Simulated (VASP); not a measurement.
# As: molecular dynamics with a thermostat

As, R-3m (no. 166), 12 atoms in the cell. PBE, molecular dynamics; PAW potentials As (PBE set).

Ensemble: NVT; Target temperature (K): 600.

## Input

INCAR:
```
SYSTEM = As
ALGO = Fast ; ANDERSEN_PROB = 0.05
EDIFF = 1E-5 ; ENCUT = 210
GGA = PE ; IBRION = 0
ISIF = 2 ; ISMEAR = -1
ISYM = 0 ; KPAR = 2
LASPH = .True. ; LCHARG = .False.
LREAL = Auto ; LWAVE = .False.
MDALGO = 1 ; NELM = 60
NELMIN = 4 ; NSW = 80
POTIM = 3.0 ; PREC = Normal
RANDOM_SEED = 270814 0 0 ; SIGMA = 0.05
TEBEG = 600 ; TEEND = 600
```

KPOINTS:
```
k-points
0
Gamma
  3 2 1
```

POSCAR:
```
As
1.0
    3.7615937974      0.0000000000      0.0000000000
    0.0000000000      6.5152715744      0.0000000000
    0.0000000000      0.0000000000     10.5421859835
As
12
Direct
    0.0000000000      0.0000000000      0.2260000000
    0.5000000000      0.5000000000      0.2260000000
    0.5000000000      0.1666666666      0.1073333333
    0.0000000001      0.6666666666      0.1073333333
    0.5000000000      0.1666666666      0.5593333333
    0.0000000001      0.6666666666      0.5593333333
    0.0000000000      0.3333333333      0.4406666667
    0.4999999999      0.8333333334      0.4406666667
    0.0000000000      0.3333333333      0.8926666667
    0.4999999999      0.8333333334      0.8926666667
    0.0000000000      0.0000000000      0.7740000000
    0.5000000000      0.5000000000      0.7740000000
```

Commands:
```
cat potpaw_PBE.64/As/POTCAR > POTCAR
mpirun -np 2 vasp_std > vasp.out
```

## Result

- Mean temperature (K): 509
- Rise of the mean potential energy above the start (meV/atom): 54.3
- Electronic steps per ionic step after the first: 4.8

Course of the run:

| Time (fs) | Temperature (K) | Potential energy less the first (meV/atom) |
|---|---|---|
| 3 | 599 | 0.0 |
| 21 | 450 | 17.0 |
| 39 | 453 | 36.3 |
| 57 | 408 | 42.7 |
| 75 | 406 | 45.6 |
| 93 | 631 | 55.5 |
| 111 | 389 | 69.6 |
| 132 | 459 | 74.9 |
| 150 | 619 | 68.3 |
| 168 | 644 | 63.8 |
| 186 | 635 | 59.0 |
| 204 | 583 | 64.4 |
| 222 | 425 | 72.1 |
| 240 | 537 | 70.2 |

REPORT:
```
MDALGO =   1
         ANDERSEN_PROB =  0.05000000
               SCALING =       0
                 CNEXP =     9.000   14.000
           RANDOM_SEED =            270814                0                0

   original number of atomic DOF:         33
   number of independent constraints:      0
   number of active DOF:                  33

========================================
         MD step No.       1
========================================

  Atomic velocities initialized by STEP_tb

  >Energies
                    E_tot             E_pot             E_kin               EPS                ES
   e_b>   -0.55589879E+02   -0.56441678E+02    0.85179920E+00    0.00000000E+00    0.00000000E+00

  >Temperature
               T_sim     T_inst
   tmprt>    600.000    599.070

  >Thermostat, num. of collisions:                0

           RANDOM_SEED =            270814              150                0

[... steps left out ...]

========================================
         MD step No.      80
========================================

  >Energies
                    E_tot             E_pot             E_kin               EPS                ES
   e_b>   -0.54835004E+02   -0.55598691E+02    0.76368672E+00    0.00000000E+00    0.00000000E+00

  >Temperature
               T_sim     T_inst
   tmprt>    600.000    537.101

  >Thermostat, num. of collisions:                1

           RANDOM_SEED =            270814             7260                0
```

OSZICAR:
```
N       E                     dE             d eps       ncg     rms          rms(c)
DAV:   1     0.153718527446E+03    0.15372E+03   -0.14018E+04   296   0.657E+02
DAV:   2    -0.424356921862E+02   -0.19615E+03   -0.19045E+03   374   0.152E+02
DAV:   3    -0.563055323016E+02   -0.13870E+02   -0.13742E+02   376   0.408E+01
DAV:   4    -0.565373255540E+02   -0.23179E+00   -0.22917E+00   376   0.536E+00
DAV:   5    -0.565462552365E+02   -0.89297E-02   -0.89212E-02   382   0.796E-01    0.847E+00
RMM:   6    -0.564763910330E+02    0.69864E-01   -0.34102E-02   296   0.795E-01    0.510E+00
RMM:   7    -0.564398727954E+02    0.36518E-01   -0.89888E-02   296   0.137E+00    0.177E-01
RMM:   8    -0.564413677009E+02   -0.14949E-02   -0.70551E-03   298   0.413E-01    0.496E-02
RMM:   9    -0.564416449469E+02   -0.27725E-03   -0.15274E-03   322   0.159E-01    0.323E-02
RMM:  10    -0.564416655548E+02   -0.20608E-04   -0.19130E-04   314   0.555E-02    0.186E-02
RMM:  11    -0.564416770545E+02   -0.11500E-04   -0.46291E-05   219   0.268E-02    0.375E-03
RMM:  12    -0.564416777315E+02   -0.67693E-06   -0.93128E-06   176   0.119E-02
[... left out ...]
     77 T=   458. E= -.54927486E+02 F= -.55578084E+02 E0= -.55578081E+02  EK= 0.65060E+00 SP= 0.00E+00 SK= 0.00E+00
     79 T=   576. E= -.54770220E+02 F= -.55589707E+02 E0= -.55589703E+02  EK= 0.81949E+00 SP= 0.00E+00 SK= 0.00E+00
[... last step whole ...]
       N       E                     dE             d eps       ncg     rms          rms(c)
DAV:   1    -0.555985734833E+02   -0.88605E-02   -0.10864E-02   496   0.150E+00    0.104E-02
RMM:   2    -0.555986730523E+02   -0.99569E-04   -0.10102E-03   297   0.101E-01    0.673E-03
RMM:   3    -0.555986894411E+02   -0.16389E-04   -0.16962E-04   266   0.387E-02    0.479E-03
RMM:   4    -0.555986911366E+02   -0.16955E-05   -0.33108E-05   198   0.169E-02
     80 T=   537. E= -.54835004E+02 F= -.55598691E+02 E0= -.55598688E+02  EK= 0.76369E+00 SP= 0.00E+00 SK= 0.00E+00
```

Limits: 240 fs of 12 atoms are too short for converged averages; the cell is only 3.8 Å across, so each atom moves in step with near copies of itself.

VASP 6.6.1 took 485 s on 2 cores (Intel Xeon Platinum 8488C (Sapphire Rapids)), a shared host.
